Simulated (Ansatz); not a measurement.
GaS at a changed volume — ³³S NMR of the central transition

Cell: a structure deposited in the COD, relaxed with PBE at fixed cell and then changed (volume scaled by 1.06, ions relaxed).

Space group P6_3/mmc (No. 194); a = 3.6553, c = 15.8040 Å, γ = 120.00°.

```csv
site,Wyckoff,site symmetry,x,y,z
Ga,4f,3m.,0.3333,0.6667,0.1722
S,4f,3m.,0.3333,0.6667,0.6049
```

One atom of each set is listed.

All values are calculated (Ansatz; DFT, PBE, plane waves and PAW, scalar-relativistic, 420 eV cutoff, Γ-centred 14×14×3 k-points, Fermi–Dirac smearing 0.02 eV), not measured.

³³S has I = 3/2 and Q = -69.40 mb (Pyykkö 2018); at 7.05 T its Larmor frequency is ν₀ = 23.1 MHz. Only the quadrupole interaction is simulated: positions count from each site's isotropic chemical shift, and shift anisotropy, dipolar and J coupling are left out.

Problem. Simulate the second-order pattern (static powder, Gaussian broadening 10 kHz) of site S (3 Ga at 2.36 Å).

Solution. The calculation gives C_Q = 11.2 MHz and η = 0.00, so ν_Q = 5.60 MHz and the centre of gravity lies at -5902 ppm (-136 kHz).

offset (kHz), height and a bar:
```
   -497.7          0 
   -472.0          3 #
   -446.2        100 ##############################
   -420.5         53 ################
   -394.8         40 ############
   -369.1         33 ##########
   -343.4         30 #########
   -317.7         27 ########
   -292.0         25 ########
   -266.3         24 #######
   -240.6         23 #######
   -214.9         22 #######
   -189.2         22 #######
   -163.5         21 ######
   -137.8         21 ######
   -112.1         21 ######
    -86.4         20 ######
    -60.7         20 ######
    -35.0         21 ######
     -9.3         20 ######
     16.4         16 #####
     42.1         16 #####
     67.8         17 #####
     93.5         18 #####
    119.2         20 ######
    144.9         21 ######
    170.6         24 #######
    196.3         28 ########
    222.0         38 ###########
    247.7         71 #####################
    273.4          2 #
    299.1          0
```

An axis of threefold or higher order runs through S, so V_zz lies along it and η is zero.

With ν_Q/ν₀ up to 0.24, terms beyond second order are no longer negligible.
